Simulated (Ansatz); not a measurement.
# Ti₃C₂: how the axes shrink under pressure

Ti₃C₂, P6_3/mmc, a = 3.064 Å, c = 15.119 Å. The structure is a Materials Project entry; whether it is the stable form wasn't checked. Ansatz: r2SCAN, PAW, 500 eV, Γ-centred 12×12×4 mesh on 10 atoms, Gaussian smearing 0.10 eV; no spin polarisation. Cell and atoms are relaxed at each pressure, and no other structure is tried, so the rows at high pressure may lie past a change of phase. y = 100 ln(c/c0) with c0 = 15.1185 Å, so nearly a change in per cent. The pressures are the targets, met within 0.01 GPa.

| P (GPa) | y | 100 ln(a/a0) |
| --- | --- | --- |
| -2.0 | ? | ? |
| 0.0 | 0.00 | 0.00 |
| 2.0 | -0.53 | -0.39 |
| 5.0 | -1.32 | -0.92 |
| 10.0 | -2.45 | -1.76 |
| 20.0 | -4.37 | -3.25 |

Question: Fit y = c1 P + c2 P² to the other rows, give the linear compressibility along c, and predict the missing y.

Answer: Least squares on the rows shown. y = −0.2740 P + 0.002780 P². The linear compressibility along c is −c1/100 = 2.74 per TPa, against 1.91 along a from the same fit to the last column (its missing entry is 0.40): the crystal is softer along c at low pressure. At P = -2.0 the fit asked for gives 0.56. The run gave 0.59, so the fit is 0.03 too low, a small miss on the scale of the series.

Cost: 6 runs of about 47 core-minutes in all, on AMD EPYC (Zen 3) (shared hosts).